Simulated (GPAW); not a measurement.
A computed Se K-edge spectrum of one site in a crystal of Na, S, Se and Ti. Method: GPAW, PBE, excited-electron core hole (neutral cell) in a small cell, dipole transitions, broadening that rises with energy.

Energy from the lowest empty level; intensity scaled to a mean of 1 over the first 20 eV:

| E (eV) | intensity |
| --- | --- |
| -2.00 | 0.01 |
| -1.25 | 0.07 |
| -0.50 | 0.21 |
| 0.25 | 0.42 |
| 1.00 | 0.64 |
| 1.75 | 0.76 |
| 2.50 | 0.76 |
| 3.25 | 0.74 |
| 4.00 | 0.78 |
| 4.75 | 0.83 |
| 5.50 | 0.90 |
| 6.25 | 1.04 |
| 7.00 | 1.23 |
| 7.75 | 1.37 |
| 8.50 | 1.39 |
| 9.25 | 1.31 |
| 10.00 | 1.22 |
| 10.75 | 1.19 |
| 11.50 | 1.21 |
| 12.25 | 1.20 |
| 13.00 | 1.14 |
| 13.75 | 1.07 |
| 14.50 | 1.02 |
| 15.25 | 0.99 |
| 16.00 | 0.96 |
| 16.75 | 0.92 |
| 17.50 | 0.89 |
| 18.25 | 0.89 |
| 19.00 | 0.94 |
| 19.75 | 1.01 |
| 20.50 | 1.07 |
| 21.25 | 1.08 |
| 22.00 | 1.04 |
| 22.75 | 0.96 |
| 23.50 | 0.88 |
| 24.25 | 0.82 |
| 25.00 | 0.78 |
| 25.75 | 0.75 |

Question: Which coordination does this site have?

A K edge sees empty p states; the first features are Se p mixed into the empty d states of the Ti neighbours, and the broad ones above probably into the cations' higher empty bands. It is atom 5 of Se on a S site in NaTiS2, with 3 Ti at 2.57 Å and 3 Na at 2.81 Å (distorted octahedral; the defect atom itself). Its main maxima below 25 eV lie at 2.0 eV (0.78), 8.2 eV (1.40) and 21.0 eV (1.08). A near-edge spectrum doesn't fix the structure by itself; it is matched against candidates. The script folds with a Gaussian, whereas the core hole's own line is a Lorentzian, so the onset is too steep and the first peak too high. The cell shows no gap over 0.35 eV; the host's own band filling, the defect's levels or the functional may be the cause. In so small a cell the defects form an ordered array, and no site is far from one. Lifetime broadening is put in by hand, and intensities beyond about 20 eV depend on it and on the partial waves.

[Hosts, paths, dates, database ids (printed as entryN), source tags and the programs' standing remarks are cut or masked in the printed files.]

[Lists of maxima count a maximum above −3 eV only where it reaches 4 % of the highest in the window and stands out from its surroundings by 2 % of it (1.5 % where it reaches 55 %); shoulders and weaker maxima are passed over, and of the rest the first, up to two pre-edge ones and the few strongest are named.]
